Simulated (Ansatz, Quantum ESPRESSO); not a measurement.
# GaAs [001], zinc blende: uniaxial strain and lateral response

The c axis is held at a set length while the cell relaxes sideways. How do the lateral strain and the stress follow? The strained cell has c along the load; unstrained it is a = 4.0028 Å, b = 4.0028 Å, c = 5.6608 Å, α = 90.00°, β = 90.00°, γ = 90.00°, with 4 atoms.

Calculated with Quantum ESPRESSO 7.5, PBEsol, PseudoDojo 0.4.1 norm-conserving potentials, cutoff 1170 eV, Fermi–Dirac smearing 0.02 eV, k-mesh 7×7×5, no spin polarisation, no spin-orbit coupling.

Relaxed positions at 0 %:

```
atom       x       y       z
  As  0.5000  0.0000  0.7500
  As  0.0000  0.5000  0.2500
  Ga  0.0000  0.0000  0.0000
  Ga  0.5000  0.5000  0.5000
```

```
ε_c (%)   a (Å)   c (Å)  ε_a (%)  σ (GPa, tension positive)
     −3  4.0429  5.4910    1.002                      −2.15
     −1  4.0163  5.6042    0.338                      −0.68
      0  4.0030  5.6608    0.005                       0.07
      1  3.9924  5.7174   −0.259                       0.92
      2  3.9800  5.7740   −0.570                       1.74
      3  3.9687  5.8307   −0.852                       2.58
```

**Question.** Fit both responses and give the free strain and the stress at −2 %, a row left out above.

Least squares with y = y0 + y1 ε + y2 ε² (ε in %) gives ε_a = 0.023 + (−0.3080) ε + (0.0059) ε² and σ = 0.10 + (0.790) ε + (0.014) ε² GPa. The linear terms put the ratio of free to applied strain at −0.308 and the Young modulus at 79 GPa.

At −2 % the free strain comes out as 0.663 %. The run itself gives 0.664 %, so the estimate misses by 0.001 %; the fitted rows themselves lie up to 0.020 % off the law.

The stress comes out as −1.43 GPa. The run itself gives −1.43 GPa, so the estimate misses by 0.00 GPa, a rounding's worth.

Along a cube axis ν = C12/(C11 + C12) and Y = (C11 − C12)(C11 + 2C12)/(C11 + C12), so C11 = Y(1 − ν)/[(1 + ν)(1 − 2ν)] = 109 GPa and C12 = 48 GPa.

The same fit over all rows at other levels or in other programs gives the strain ratio = −0.307 with PBEsol (Ansatz) and −0.309 with PBEsol (Quantum ESPRESSO, GBRV).

[Logs are printed without paths, hosts, clocks, repeated set-up lines and the standing remarks that a program may print on its own settings, such as how far it seeks lower states.]
